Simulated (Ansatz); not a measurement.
Crystal: Au.

```
Au
1.0
     0.00000    2.03500    2.03500
     2.03500    0.00000    2.03500
     2.03500    2.03500    0.00000
Au
1
Direct
  0.00000 0.00000 0.00000
```

```yaml
Program: Ansatz 0.2.0
Task: relaxation of cell and atoms
Functional: revPBE
Dispersion: D4
Potentials_or_basis: Ansatz PAW
Cutoff: "420 eV (not typed: the program's choice for these potentials)"
k_mesh: 11 × 11 × 11
Occupations: fermi-dirac, width 0.05 eV
Spin: no spin polarisation
```

At the start: volume 16.85 Å³/atom.

Task: Where does the relaxation end?

Result: It ends after 4 steps and the volume is 17.19 Å³/atom (+2.0 %); space group Fm-3m (No. 225, to 0.05 Å).

Step by step:
```csv
step,energy change (eV),largest force (eV/Å),volume (Å³)
1,0.0000,0.0000,16.85
2,-0.0033,0.0000,17.22
3,-0.0034,0.0000,17.19
4,-0.0035,0.0000,17.19
```

Final structure:
```xyz
1
Lattice="0.0000 2.0484 2.0484 2.0484 0.0000 2.0484 2.0484 2.0484 0.0000" Properties=species:S:1:pos:R:3 pbc="T T T"
Au    0.0000    0.0000    0.0000
```

Caveat: the plane-wave basis is chosen anew once the cell has moved, so the energies of steps on either side of that aren't comparable; pairwise dispersion overbinds metals, which lowers pressure and volume; the PAW data sets come from PBE, with cores solved anew for the run's functional, which leaves a small shift of forces and pressure.
